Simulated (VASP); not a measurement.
# CuI (Marshite) (F-43m) in VASP: a series of runs, part 2 of 2

VASP 6.6.1. Earlier steps stand in the parts before.

**3. Relaxation of cell and atoms, PBEsol**

This run uses another cell than the first one, of 27.86 Å³/atom, 1.021 times its volume.

The input, INCAR:

```
SYSTEM = CuI
PREC = Accurate ; ENCUT = 600
EDIFF = 1E-6 ; ISMEAR = 0
SIGMA = 0.03 ; LREAL = .False.
LASPH = .True. ; NELM = 80
ALGO = Normal ; ISIF = 3
LWAVE = .False. ; LCHARG = .False.
GGA = PS ; IBRION = 2
NSW = 90 ; EDIFFG = -0.01
KPAR = 4
```

The input, KPOINTS:

```
regular mesh
0
Gamma
  8 8 8
  0 0 0
```

The input, POSCAR:

```
CuI
1.0
    0.0000000000      3.0315000000      3.0315000000
    3.0315000000      0.0000000000      3.0315000000
    3.0315000000      3.0315000000      0.0000000000
Cu I
1 1
Direct
    0.2500000000      0.2500000000      0.2500000000
    0.0000000000      0.0000000000      0.0000000000
```

Potentials or basis: VASP PAW PBE potentials, release 64 (Cu, I).

Started as:

```
cat potpaw_PBE.64/Cu/POTCAR potpaw_PBE.64/I/POTCAR > POTCAR
mpirun -np 4 vasp_std > vasp.out
```

OUTCAR:

```text
SYSTEM = CuI
   PREC = Accurate
   ENCUT = 600
   EDIFF = 1E-6
   ISMEAR = 0
   LREAL = .False.
   LASPH = .True.
   NELM = 80
   ISIF = 3
   GGA = PS
   IBRION = 2
   NSW = 90
   EDIFFG = -0.01

 ion  position               nearest neighbor table
   1  0.250  0.250  0.250-   2 2.63   2 2.63   2 2.63   2 2.63
   2  0.000  0.000  0.000-   1 2.63   1 2.63   1 2.63   1 2.63

  LATTYP: Found a face centered cubic cell.
 ALAT       =     6.0630000000

  Lattice vectors:

 A1 = (   0.0000000000,   3.0315000000,   3.0315000000)
 A2 = (   3.0315000000,   0.0000000000,   3.0315000000)
 A3 = (   3.0315000000,   3.0315000000,   0.0000000000)

Analysis of symmetry for initial positions (statically):
=====================================================================
 Subroutine PRICEL returns:
 Original cell was already a primitive cell.

 Routine SETGRP: Setting up the symmetry group for a
 face centered cubic supercell.

 Subroutine GETGRP returns: Found 24 space group operations
 (whereof 24 operations were pure point group operations)
 out of a pool of 48 trial point group operations.

The static configuration has the point symmetry T_d .

[... 172 lines left out ...]
  in kB      -24.6123385    -24.6123385    -24.6123385      0.0000000     -0.0000000     -0.0000000
  external PRESSURE =     -24.6123385 kB  Pullay stress =       0.0000000 kB
[... 59 lines left out ...]
--------------------------------------- Ionic step        3  -------------------------------------------

 number of electron      17.9999991 magnetization

 Free energy of the ion-electron system (eV)
  ---------------------------------------------------
  ext. energy  EPLUGINS =         0.00000000
  ---------------------------------------------------
  free energy    TOTEN  =        -6.32110622 eV

  energy without entropy =       -6.32110622  energy(sigma->0) =       -6.32110622

 E-fermi :   5.1000     XC(G=0):  -9.4112

 val. band max:        4.9332548462   @ k =   0.0000   0.0000   0.0000
 cond. band min:       6.1200000029   @ k =   0.0000   0.0000   0.0000
 fundamental gap:      1.1867451567
 Fermi energy:         5.0999754109

 k-point     1 :       0.0000    0.0000    0.0000
  band No.  band energies     occupation
      1      -9.4159      2.00000
      2       1.0120      2.00000
      3       1.0120      2.00000
      4       1.0120      2.00000
      5       2.8048      2.00000
      6       2.8048      2.00000
      7       4.9333      2.00000
      8       4.9333      2.00000
      9       4.9333      2.00000
     10       6.1200      0.00000
     11       9.6965      0.00000
     12       9.6965      0.00000
     13       9.6965      0.00000
[... 354 lines left out ...]
  band No.  band energies     occupation
      1      -8.6609      2.00000
      2      -0.7568      2.00000
      3       0.4539      2.00000
      4       1.0081      2.00000
      5       2.7302      2.00000
      6       2.8156      2.00000
      7       2.9423      2.00000
      8       3.4282      2.00000
      9       3.7715      2.00000
     10       8.4993      0.00000
     11       9.4454      0.00000
     12      11.1878      0.00000
     13      12.3918      0.00000

 [... further k-points ...]
[... 5 lines left out ...]
  --------------------------------------------------------------------------------------
  -------------------------------------------------------------------------------------
  Total       -0.0181375     -0.0181375     -0.0181375      0.0000000      0.0000000      0.0000000
  in kB       -0.5529347     -0.5529347     -0.5529347      0.0000000      0.0000000      0.0000000
  external PRESSURE =      -0.5529347 kB  Pullay stress =       0.0000000 kB
[... 17 lines left out ...]
  FREE ENERGIE OF THE ION-ELECTRON SYSTEM (eV)
  ---------------------------------------------------
  free  energy   TOTEN  =        -6.3211062173 eV

  energy  without entropy=       -6.3211062173  energy(sigma->0) =       -6.32110622

 reached required accuracy - stopping structural energy minimisation
```

CONTCAR:

```text
CuI
   1.00000000000000
     0.0000000000000000    2.9729983385448011    2.9729983385448011
     2.9729983385448011   -0.0000000000000000    2.9729983385448011
     2.9729983385448011    2.9729983385448011   -0.0000000000000000
  Cu              I
     1     1
Direct
     0.2500000000000000    0.2500000000000000    0.2500000000000000
     0.0000000000000000    0.0000000000000000    0.0000000000000000

  0.00000000E+00  0.00000000E+00  0.00000000E+00
  0.00000000E+00  0.00000000E+00  0.00000000E+00
```

Wall time 40 s (4 MPI ranks of Intel Xeon Platinum 8488C (Sapphire Rapids), shared host); peak memory 0.21 GiB.

Results:

| Quantity | Value |
| --- | --- |
| Free energy | -6.3211 eV |
| Relaxed volume | 26.28 Å³/atom |
| Relaxed cell | a = 4.204 Å, b = 4.204 Å, c = 4.204 Å, α = 60.00°, β = 60.00°, γ = 60.00° |
| Space group after relaxing (to 0.05 Å) | F-43m (No. 216) |
| Energy gained by relaxing | 13.3 meV/atom |
| Ionic steps | 3 |
| Pressure after relaxing | -0.1 GPa |
| Band gap on the k mesh | 1.19 eV, direct |

Step by step:
```
step  energy change (eV)  largest force (eV/Å)  pressure (GPa)  volume (Å³)
   1              0.0000                0.0000           -2.46        55.72
   2             -0.0265                0.0000            0.23        52.34
   3             -0.0266                0.0000           -0.06        52.55
```

Final structure:
```cif
data_structure
_symmetry_space_group_name_H-M 'P 1'
_symmetry_Int_Tables_number 1
_cell_length_a 4.2045
_cell_length_b 4.2045
_cell_length_c 4.2045
_cell_angle_alpha 60.000
_cell_angle_beta 60.000
_cell_angle_gamma 60.000
_cell_volume 52.55
loop_
_atom_site_label
_atom_site_type_symbol
_atom_site_fract_x
_atom_site_fract_y
_atom_site_fract_z
_atom_site_occupancy
Cu1 Cu 0.25000 0.25000 0.25000 1
I1 I 0.00000 0.00000 0.00000 1
```

Levels at points of the mesh, in eV from the valence-band top:
```tsv
k point	band 6	band 7	band 8	band 9	band 10	band 11	band 12	band 13
(0.00, 0.00, 0.00)	-2.13	0.00	0.00	0.00	1.19	4.76	4.76	4.76
(0.50, 0.00, 0.00)	-2.10	-2.05	-0.81	-0.81	2.13	5.32	5.32	7.33
(0.50, 0.50, 0.00)	-2.06	-2.03	-1.73	-1.73	2.48	2.81	9.49	10.01
```

Caveat: the PAW data sets were made with another functional, which shifts forces and pressure a little; spin-orbit coupling is left out, which moves the levels of the heavy elements. A hybrid or GW would open this gap; PBEsol tends to underestimate it.
